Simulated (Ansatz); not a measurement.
The system is Si2Ni.

```
Ni Si
1.0
     0.00000    2.70300    2.70300
     2.70300    0.00000    2.70300
     2.70300    2.70300    0.00000
Ni Si
1 2
Direct
  0.00000 0.00000 0.00000
  0.75000 0.75000 0.75000
  0.25000 0.25000 0.25000
```

Base run:

```yaml
Program: Ansatz 0.2.0
Functional: PBE
Potentials_or_basis: Ansatz PAW
Cutoff: "420 eV (not typed: the program's choice for these potentials)"
k_mesh: 7 × 7 × 7
Occupations: fermi-dirac, width 0.05 eV
Spin: collinear spin, ferromagnetic start
Starting_moments: "[0.8, 0.0, 0.0] μB"
Fixed_moment: 0.8 μB
```

Its results: pressure 6.0 GPa; site moments Ni +0.35; Si +0.11 μB.

Problem. The run is repeated on the same cell with these changes: fixed moment from 0.8 μB to 1 μB; moments at the start from [0.8, 0.0, 0.0] to [1.0, 0.0, 0.0]. What comes out?

Solution. Pressure 7.3 GPa; site moments Ni +0.42; Si +0.14 μB.

Caveats: the total moment is fixed, so each spin has its own Fermi level; the thresholds are loose for stress.
